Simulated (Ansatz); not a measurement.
Trial structure of SnGe2, not yet relaxed:

```
Sn Ge
1.0
     0.00000    2.26284    6.78853
     2.16908    0.00000    6.78853
     2.16908    2.26284    0.00000
Sn Ge
1 2
Direct
  0.00000 0.00000 0.00000
  0.66667 0.66667 0.33333
  0.33333 0.33333 0.66667
```

Level of theory: Ansatz 0.2.0, DFT PBE, scalar-relativistic, plane waves, PAW. Plane waves to 420 eV, a k mesh through Γ of 6×6×6 on the computed 3-atom cell and Gaussian smearing (0.10 eV); no spin polarisation.

Formation energies are uncorrected and refer to the elements' standard structures at the same level. The references include grey tin.

**Question.** How far from equilibrium is it?

**Answer.** The pressure is 1.0 GPa (the mean over three directions, positive in compression), the largest force is 0.60 eV/Å, and the energy is +0.34 eV/atom against the elements. The shortest distance is 3.13 Å.

**Question.** How much does it gain on relaxing, and where does it end?

**Answer.** Relaxing gains about 0.10 eV/atom (the start's value is from the coarse mesh, so the gain is rough) in 25 ionic steps and ends at +0.24 eV/atom on the finer mesh. The symmetry goes from Fmmm (No. 69) to I4/mmm (No. 139). The end has the MoSi2 (C11b) type. The volume per atom shrinks by 0.9 %, from 22.2 to 22.0 Å³. The shortest distance goes from 3.13 Å (Sn–Ge, Ge–Ge and Sn–Sn) to 2.82 Å (Ge–Ge). Conventional cell: a = 3.462 Å, c = 11.018 Å. Sn is surrounded by 8 Ge at 3.20 Å, 2 Ge at 3.45 Å and 4 Sn at 3.46 Å; Ge has 4 Ge at 2.82 Å, 4 Sn at 3.20 Å, 1 Sn at 3.45 Å and 4 Ge at 3.46 Å.

The last run used a 14×14×14 mesh for its 3-atom cell and Gaussian smearing of 0.10 eV. The relaxation can't lower the symmetry of the start. Symmetry constrained the relaxation, so the result can be a saddle point. Another cell of SnGe2 relaxed alike, in P-3m1, lies 197 meV/atom lower, so this cell isn't the stable form at this level.
